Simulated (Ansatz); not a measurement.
# Ca under compression and expansion

```
Ca
1.0
    -2.24000    2.24000    2.24000
     2.24000   -2.24000    2.24000
     2.24000    2.24000   -2.24000
Ca
1
Cartesian
  0.0000 0.0000 0.0000
```

The structure is an experimental refinement, used without relaxation. It was measured hot, at 740 K.

Methods: DFT, PBE, all-electron LAPW, scalar-relativistic (Ansatz 0.2.0); DFT, PBE, PAW with Ansatz's default frozen-core files, scalar-relativistic (Ansatz 0.2.0).

For LAPW: a Γ-centred 10×10×10 k mesh, Fermi–Dirac smearing of 0.05 eV, basis error target 0.25 meV/atom, no spin polarisation. PAW takes a cutoff of 420 eV at this cell. The Ansatz runs share mesh, smearing and spin set-up. Plane-wave (PAW) pressures include the program's estimate of the Pulay term.

The cell above is scaled evenly, with fractional coordinates and shape held.

```
V/V(cell)  V (Å³/atom)  P, LAPW (GPa)  P, PAW (GPa)  free energy over the lowest listed, PAW (meV/atom)
   0.9405       42.283          -0.05         -0.05                                                 0.0
   0.9800       44.059          -0.69         -0.69                                                 4.2
   1.0000       44.958          -0.97         -0.97                                                 8.8
   1.0200       45.857          -1.24         -1.24                                                15.0
   1.0600       47.655              ?             ?                                                   ?
```

(1) Fill in the row V/V(cell) = 1.0600.

Results:

(1) P, LAPW (GPa) = -1.70, P, PAW (GPa) = -1.70, free energy over the lowest listed, PAW (meV/atom) = 31.6.
